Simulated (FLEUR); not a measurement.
Here is a FLEUR MaX-R8.1 (later development tree) calculation.

inp.xml

```xml
<?xml version="1.0" encoding="UTF-8" standalone="no"?>
<fleurInput fleurInputVersion="0.39">
   <comment>
      Nb                                                                                                  
   </comment>
   <calculationSetup>
      <cutoffs Kmax="4.1" Gmax="12.7" GmaxXC="12.7" numbands="0"/>
      <scfLoop itmax="60" minDistance="0.00001" maxIterBroyd="15" imix="Anderson" alpha="0.05" precondParam="0.0" spinf="2.0" sdNocoIR="T"/>
      <coreElectrons ctail="F" frcor="F" kcrel="0" coretail_lmax="0"/>
      <xcFunctional name="LibXC" relativisticCorrections="F">
         <LibXCName exchange="mgga_x_scan" correlation="mgga_c_scan"/>
         <AuxGGA exchange="117" correlation="130"/>
      </xcFunctional>
      <magnetism jspins="1"/>
      <soc l_soc="F" theta="0.0" phi="0.0" spav="F"/>
      <expertModes spex="0" secvar="F"/>
      <geometryOptimization l_f="F" forcealpha="1.0" forcemix="BFGS" epsdisp="0.00001" epsforce="0.00001"/>
      <ldaU l_linMix="F" mixParam="0.05" spinf="1.0"/>
   </calculationSetup>
   <cell>
      <bzIntegration valenceElectrons="13.0" mode="hist" fermiSmearingEnergy="0.00183747">
         <kPointListSelection listName="default-1"/>
         <!-- k-points included here -->
         <xi:include xmlns:xi="http://www.w3.org/2001/XInclude" href="kpts.xml"> </xi:include>
      </bzIntegration>
      <!-- symmetry operations included here -->
      <xi:include xmlns:xi="http://www.w3.org/2001/XInclude" href="sym.xml"> </xi:include>
      <bulkLattice scale="1.0">
         <bravaisMatrix>
            <row-1>   -3.1444097850281700     3.1444097850281700     3.1444097850281700</row-1>
            <row-2>    3.1444097850281700    -3.1444097850281700     3.1444097850281700</row-2>
            <row-3>    3.1444097850281700     3.1444097850281700    -3.1444097850281700</row-3>
         </bravaisMatrix>
      </bulkLattice>
   </cell>
   <atomSpecies>
      <species name="Niobium (Nb)" element="Nb" atomicNumber="41">
         <mtSphere radius="2.52" gridPoints="833" logIncrement="0.015"/>
         <atomicCutoffs lmax="10" lnonsphr="8"/>
         <electronConfig flipSpins="F">
            <coreConfig>(1s1/2) (2s1/2) (2p1/2) (2p3/2) (3s1/2) (3p1/2) (3p3/2) (3d3/2) (3d5/2)</coreConfig>
            <valenceConfig>(4s1/2) (4p1/2) (4p3/2) (5s1/2) (4d3/2) (4d5/2)</valenceConfig>
            <stateOccupation state="(5s1/2)" spinUp="0.500000" spinDown="0.500000"/>
            <stateOccupation state="(4d3/2)" spinUp="0.800000" spinDown="0.800000"/>
            <stateOccupation state="(4d5/2)" spinUp="1.200000" spinDown="1.200000"/>
         </electronConfig>
         <energyParameters s="5" p="5" d="4" f="4"/>
         <lo type="SCLO" l="0" n="4" eDeriv="0"/>
         <lo type="SCLO" l="1" n="4" eDeriv="0"/>
         <lo type="SCLO" l="1" n="4" eDeriv="1"/>
         <lo type="SCLO" l="2" n="4" eDeriv="2"/>
         <lo type="SCLO" l="3" n="4" eDeriv="2"/>
      </species>
   </atomSpecies>
   <atomGroups>
      <atomGroup species="Niobium (Nb)">
         <relPos label="                   1">.0000000000 .0000000000 .0000000000</relPos>
         <force calculate="T" relaxXYZ="TTT"/>
      </atomGroup>
   </atomGroups>
   <output dos="F" band="F" slice="F">
      <checks vchk="F" cdinf="F"/>
      <bandDOS minEnergy="-.5*Htr" maxEnergy="0.5*Htr" sigma="0.015" storeEVData="T"/>
      <vacuumDOS vacdos="F" integ="F" star="F" nstars="0" locx1="0.0" locy1="0.0" locx2="0.0" locy2="0.0" nstm="0" tworkf="0.0"/>
      <unfoldingBand unfoldBand="F" supercellX="1" supercellY="1" supercellZ="1"/>
      <plotting iplot="0" polar="F">
         <plot TwoD="T" vec1="  1.0  0.0  0.0" vec2="  0.0  1.0  0.0" vec3="  0.0  0.0  1.0" zero="  0.0  0.0  0.0" file="plot"/>
      </plotting>
      <chargeDensitySlicing numkpt="0" minEigenval="0.0" maxEigenval="0.0" nnne="0" pallst="F"/>
      <specialOutput eonly="F"/>
      <moessbauerParams electricFieldGradient="T" isomerShift="T" coreHyperfine="T" valenceHyperfine="T"/>
      <magneticCircularDichroism mcd="F" energyLo="-10.0" energyUp="0.0"/>
   </output>
  <!-- We include the file relax.xml here to enable relaxations (see documentation) -->
  <xi:include xmlns:xi="http://www.w3.org/2001/XInclude" href="relax.xml"> <xi:fallback/> </xi:include>
</fleurInput>
```

crystal.txt

```
Nb
&input cartesian=F /
-1.6639500000  1.6639500000  1.6639500000
1.6639500000  -1.6639500000  1.6639500000
1.6639500000  1.6639500000  -1.6639500000
1.8897261246
1.0 1.0 1.0

1
41 0.0000000000  0.0000000000  0.0000000000

&kpt div1=11 div2=11 div3=11 gamma=T /
```

The input inp.xml (bands):

```
<?xml version="1.0" encoding="UTF-8" standalone="no"?>
<fleurInput fleurInputVersion="0.39">
   <comment>
      Nb                                                                                                  
   </comment>
   <calculationSetup>
      <cutoffs Kmax="4.1" Gmax="12.7" GmaxXC="12.7" numbands="0"/>
      <scfLoop itmax="60" minDistance="0.00001" maxIterBroyd="15" imix="Anderson" alpha="0.05" precondParam="0.0" spinf="2.0" sdNocoIR="T"/>
      <coreElectrons ctail="F" frcor="F" kcrel="0" coretail_lmax="0"/>
      <xcFunctional name="LibXC" relativisticCorrections="F">
         <LibXCName exchange="mgga_x_scan" correlation="mgga_c_scan"/>
         <AuxGGA exchange="117" correlation="130"/>
      </xcFunctional>
      <magnetism jspins="1"/>
      <soc l_soc="F" theta="0.0" phi="0.0" spav="F"/>
      <expertModes spex="0" secvar="F"/>
      <geometryOptimization l_f="F" forcealpha="1.0" forcemix="BFGS" epsdisp="0.00001" epsforce="0.00001"/>
      <ldaU l_linMix="F" mixParam="0.05" spinf="1.0"/>
   </calculationSetup>
   <cell>
      <bzIntegration valenceElectrons="13.0" mode="hist" fermiSmearingEnergy="0.00183747">
         <kPointListSelection listName="path-1"/>
         <!-- k-points included here -->
         <xi:include xmlns:xi="http://www.w3.org/2001/XInclude" href="kpts.xml"> </xi:include>
      </bzIntegration>
      <!-- symmetry operations included here -->
      <xi:include xmlns:xi="http://www.w3.org/2001/XInclude" href="sym.xml"> </xi:include>
      <bulkLattice scale="1.0">
         <bravaisMatrix>
            <row-1>   -3.1444097850281700     3.1444097850281700     3.1444097850281700</row-1>
            <row-2>    3.1444097850281700    -3.1444097850281700     3.1444097850281700</row-2>
            <row-3>    3.1444097850281700     3.1444097850281700    -3.1444097850281700</row-3>
         </bravaisMatrix>
      </bulkLattice>
   </cell>
   <atomSpecies>
      <species name="Niobium (Nb)" element="Nb" atomicNumber="41">
         <mtSphere radius="2.52" gridPoints="833" logIncrement="0.015"/>
         <atomicCutoffs lmax="10" lnonsphr="8"/>
         <electronConfig flipSpins="F">
            <coreConfig>(1s1/2) (2s1/2) (2p1/2) (2p3/2) (3s1/2) (3p1/2) (3p3/2) (3d3/2) (3d5/2)</coreConfig>
            <valenceConfig>(4s1/2) (4p1/2) (4p3/2) (5s1/2) (4d3/2) (4d5/2)</valenceConfig>
            <stateOccupation state="(5s1/2)" spinUp="0.500000" spinDown="0.500000"/>
            <stateOccupation state="(4d3/2)" spinUp="0.800000" spinDown="0.800000"/>
            <stateOccupation state="(4d5/2)" spinUp="1.200000" spinDown="1.200000"/>
         </electronConfig>
         <energyParameters s="5" p="5" d="4" f="4"/>
         <lo type="SCLO" l="0" n="4" eDeriv="0"/>
         <lo type="SCLO" l="1" n="4" eDeriv="0"/>
         <lo type="SCLO" l="1" n="4" eDeriv="1"/>
         <lo type="SCLO" l="2" n="4" eDeriv="2"/>
         <lo type="SCLO" l="3" n="4" eDeriv="2"/>
      </species>
   </atomSpecies>
   <atomGroups>
      <atomGroup species="Niobium (Nb)">
         <relPos label="                   1">.0000000000 .0000000000 .0000000000</relPos>
         <force calculate="T" relaxXYZ="TTT"/>
      </atomGroup>
   </atomGroups>
   <output dos="F" band="T" slice="F">
      <checks vchk="F" cdinf="F"/>
      <bandDOS minEnergy="-.5*Htr" maxEnergy="0.5*Htr" sigma="0.015" storeEVData="T"/>
      <vacuumDOS vacdos="F" integ="F" star="F" nstars="0" locx1="0.0" locy1="0.0" locx2="0.0" locy2="0.0" nstm="0" tworkf="0.0"/>
      <unfoldingBand unfoldBand="F" supercellX="1" supercellY="1" supercellZ="1"/>
      <plotting iplot="0" polar="F">
         <plot TwoD="T" vec1="  1.0  0.0  0.0" vec2="  0.0  1.0  0.0" vec3="  0.0  0.0  1.0" zero="  0.0  0.0  0.0" file="plot"/>
      </plotting>
      <chargeDensitySlicing numkpt="0" minEigenval="0.0" maxEigenval="0.0" nnne="0" pallst="F"/>
      <specialOutput eonly="F"/>
      <moessbauerParams electricFieldGradient="T" isomerShift="T" coreHyperfine="T" valenceHyperfine="T"/>
      <magneticCircularDichroism mcd="F" energyLo="-10.0" energyUp="0.0"/>
   </output>
  <!-- We include the file relax.xml here to enable relaxations (see documentation) -->
  <xi:include xmlns:xi="http://www.w3.org/2001/XInclude" href="relax.xml"> <xi:fallback/> </xi:include>
</fleurInput>
```

Potentials or basis: all-electron, FLAPW.

Command:

```sh
$ inpgen -f crystal.txt -profile fastHighL
$ # inp.xml edited to the form shown
$ fleur_MPI
$ fleur_MPI   # second run, on inp.xml (bands)
```

Question: What does it give for the band gap along the path?

Answer: None (metal or under the smearing width).

Levels at the corners of the path, in eV from the Fermi level:
```csv
point,band 2,band 3,band 4,band 5,band 6,band 7,band 8,band 9,band 10,band 11
Γ,-30.71,-30.71,-30.71,-6.20,0.44,0.44,0.44,3.57,3.57,14.75
H,-31.65,-31.65,-31.65,-3.65,-3.65,5.80,5.80,5.80,9.19,9.19
N,-32.07,-31.14,-30.73,-3.77,-1.64,2.20,3.54,4.28,6.59,12.05
Γ,-30.71,-30.71,-30.71,-6.20,0.44,0.44,0.44,3.57,3.57,14.75
P,-31.40,-31.40,-31.40,-1.13,-1.13,-1.13,4.42,4.42,9.66,12.24
H,-31.65,-31.65,-31.65,-3.65,-3.65,5.80,5.80,5.80,9.19,9.19
P,-31.40,-31.40,-31.40,-1.13,-1.13,-1.13,4.42,4.42,9.66,12.24
N,-32.07,-31.14,-30.73,-3.77,-1.64,2.20,3.54,4.28,6.59,12.05
```

Caveat: the meta-GGA is that of a development version, with a GGA for the radial functions and cores and without core tails.
